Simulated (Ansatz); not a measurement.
AlPt:

```
Pt Al
1.0
     4.87893    0.00000    0.00000
     0.00000    4.87893    0.00000
     0.00000    0.00000    4.87893
Pt Al
4 4
Cartesian
  4.1224 3.1960 1.6829
  3.1960 1.6829 4.1224
  1.6829 4.1224 3.1960
  0.7565 0.7565 0.7565
  0.7610 1.6785 3.2004
  1.6785 3.2004 0.7610
  3.2004 0.7610 1.6785
  4.1180 4.1180 4.1180
```

The cell is a database's computed one.

Below is the output of Ansatz 0.2.0 for this cell. Logs are shortened: lines on timing, memory, paths and dates and some standing lists are left out, and cuts for length are marked.

```text
Warning: RAYON_NUM_THREADS=4 ignored (pool sized by the plan → 4); use --threads N
Engine: ansatz 0.2.0, x86_64-unknown-linux-gnu
Pseudopotentials: kind: paw
Pseudopotential: Pt, paw, valence charge 18, recommended cutoff 420 eV (normal), Pt.paw.azcp
Pseudopotential: Al, paw, valence charge 3, recommended cutoff 420 eV (normal), Al.paw.azcp
Functional definition: PBEsol
  exchange = pbesol_x
  correlation = pbesol_c
Crystal: 8 atoms, lattice volume = 116.138 Å³
Basis set: ecut = 420 eV, 2301 PW (Γ), exchange–correlation on 72×72×72 points (8 copies of the dense FFT grid, shifted against one another)
Bands: 51, of which v1, the nominal top of the filled ones, is band 42 counted from 1 (41 counted from 0)
Symmetry: 12 space group operations
Space group: P213 (ITA 198), of the structure as read, at distance tolerance 4.9e-5 Å
k-points: 24 of 216 (time reversal used)
Non-local potential: Pt, projectors of the file, l = 0: 3, l = 1: 2, l = 2: 2, l = 3: 1
[... 110 lines left out ...]
  atom   7  Al    -0.00014916    -0.00014916     0.00014916
  atom   8  Al     0.00014916     0.00014916     0.00014916
  max |Σ_I F_I| component: 1.34e-16 eV/Å
--- Stress (GPa, compression-positive) ---
       -0.001997       0.000000       0.000000
        0.000000      -0.001997      -0.000000
        0.000000      -0.000000      -0.001997
  P = ⅓ Tr σ = -0.0020 GPa (-0.020 kbar)
--- Band table (eV; the first three rows and the last of 24) ---
  k-point 0: bands = ["-81.9293", "-81.9227", "-81.9227", "-81.9227", "-36.2012", "-36.2012", "-36.2012", "-36.1489", "-36.1489", "-36.1489", "-36.1413", "-36.0974", "-36.0974", "-36.0723", "-36.0723", "-36.0723", "5.5069", "9.8348", "9.8348", "9.8348", "11.2849", "11.2849", "11.2849", "11.7717", "11.7717", "11.7717", "12.1497", "12.6449", "12.6449", "12.6547", "12.6547", "12.6547", "13.6364", "13.6364", "13.6364", "14.7112", "14.7112", "15.0297", "15.0297", "15.0297", "16.5731", "16.5731", "16.5731", "21.0038", "21.0038", "21.0038", "21.1784", "21.1784", "21.3338", "21.9337", "21.9337"]
  k-point 1: bands = ["-81.9289", "-81.9238", "-81.9226", "-81.9221", "-36.2075", "-36.2026", "-36.1914", "-36.1601", "-36.1531", "-36.1438", "-36.1335", "-36.0962", "-36.0937", "-36.0750", "-36.0748", "-36.0717", "5.7121", "9.3610", "9.8783", "9.9829", "11.0549", "11.1977", "11.4569", "11.6123", "11.7126", "12.1532", "12.1968", "12.2301", "12.4075", "12.5868", "12.8294", "13.1045", "13.5106", "13.6775", "13.9652", "14.5613", "14.5812", "14.6281", "15.0079", "15.5063", "16.1703", "16.4028", "17.7176", "19.7606", "20.1283", "20.3498", "20.3521", "21.0692", "21.4423", "21.8749", "22.1621"]
  k-point 2: bands = ["-81.9280", "-81.9252", "-81.9224", "-81.9219", "-36.2100", "-36.2059", "-36.1800", "-36.1644", "-36.1618", "-36.1509", "-36.1166", "-36.0944", "-36.0859", "-36.0814", "-36.0787", "-36.0738", "6.3115", "8.3769", "9.9545", "10.0433", "10.8178", "11.0573", "11.5918", "11.6997", "11.9407", "11.9854", "11.9934", "12.1876", "12.3944", "12.9553", "13.0488", "13.4041", "13.4235", "13.7579", "14.0096", "14.2655", "14.4091", "14.6039", "15.1002", "15.3167", "15.9847", "16.4666", "17.9716", "18.9199", "19.6338", "19.7058", "20.2586", "21.1774", "21.8183", "21.8819", "22.4141"]
  k-point 23: bands = ["-81.9244", "-81.9244", "-81.9244", "-81.9244", "-36.1969", "-36.1969", "-36.1969", "-36.1969", "-36.1306", "-36.1306", "-36.1306", "-36.1306", "-36.0738", "-36.0738", "-36.0738", "-36.0738", "9.3710", "9.3710", "9.3710", "9.3710", "10.6919", "10.6919", "10.6919", "10.6919", "11.9015", "11.9015", "11.9015", "11.9015", "12.3860", "12.3860", "12.3860", "12.3860", "14.0564", "14.0564", "14.0564", "14.0564", "14.2745", "14.2745", "14.2745", "14.2745", "15.9754", "15.9754", "15.9754", "15.9754", "23.2885", "23.2885", "23.2885", "23.2885", "23.9309", "23.9309", "23.9309"]
--- Relaxed structure (4 steps of the walk, 4 accepted, 1 SCFs on fresh bases) ---
  F+E_penalty+E_count = -51641.86675105 eV   max|allowed force component| = 4.197e-4 eV/Å   (the final SCF, on the basis selected at the relaxed cell)
  cell:  # Å, volume = 115.4105 Å³
    - [4.868723071495818, -1.5407439555097887e-33, -2.5679065925163142e-33]
    - [-1.5407439555097887e-33, 4.868723071495818, -9.62964972193618e-35]
    - [-2.5679065925163142e-33, -9.62964972193618e-35, 4.868723071495818]
  atoms:
    - { symbol: Pt, position: [0.8459392046289921, 0.6540607953710079, 0.3459392046289921] }
    - { symbol: Pt, position: [0.6540607953710079, 0.3459392046289921, 0.8459392046289921] }
    - { symbol: Pt, position: [0.3459392046289921, 0.8459392046289921, 0.6540607953710079] }
    - { symbol: Pt, position: [0.15406079537100795, 0.15406079537100795, 0.15406079537100795] }
    - { symbol: Al, position: [0.15582402422168715, 0.3441759757783128, 0.6558240242216872] }
    - { symbol: Al, position: [0.3441759757783128, 0.6558240242216872, 0.15582402422168715] }
    - { symbol: Al, position: [0.6558240242216872, 0.15582402422168715, 0.3441759757783128] }
    - { symbol: Al, position: [0.8441759757783128, 0.8441759757783128, 0.8441759757783128] }
```

Q: What input gives this log?

A: Relaxation of cell and atoms with PBEsol, no spin polarisation. The files as run (others can give the same):

input.yaml
```yaml
crystal:
  lattice:
    - [4.87893207, 0.0, 0.0]
    - [0.0, 4.87893207, 0.0]
    - [0.0, 0.0, 4.87893207]
  atoms:
    - { symbol: Pt, position: [0.84493694, 0.65506306, 0.34493694] }
    - { symbol: Pt, position: [0.65506306, 0.34493694, 0.84493694] }
    - { symbol: Pt, position: [0.34493694, 0.84493694, 0.65506306] }
    - { symbol: Pt, position: [0.15506306, 0.15506306, 0.15506306] }
    - { symbol: Al, position: [0.1559679, 0.3440321, 0.6559679] }
    - { symbol: Al, position: [0.3440321, 0.6559679, 0.1559679] }
    - { symbol: Al, position: [0.6559679, 0.1559679, 0.3440321] }
    - { symbol: Al, position: [0.8440321, 0.8440321, 0.8440321] }
hamiltonian:
  xc: pbesol
  pseudopotentials: { kind: paw }
kpoints:
  mp_grid: { grid: [6, 6, 6] }
scf:
  occupations: { method: fermi_dirac, width: 0.05 }
output:
  forces: true
  stress: true
  eigenvalues: true
  write_density: true
  write_potential: true
  elf: true
  volumetric_format: npy
relax:
  f_tol: 0.01
  max_steps: 40
  cell: { stress_tol: 0.05 }
```

Potentials or basis: Ansatz PAW.
Launch:
```console
$ ansatz run input.yaml --threads 4 --pin off --max-ram 11264MiB --backend cpu --events-out ev --progress --plain --runs-dir out
```

Caveat: the plane-wave basis is chosen anew once the cell has moved, so the energies of steps on either side of that aren't comparable; the PAW data sets come from PBE, with cores solved anew for the run's functional, which leaves a small shift of forces and pressure.
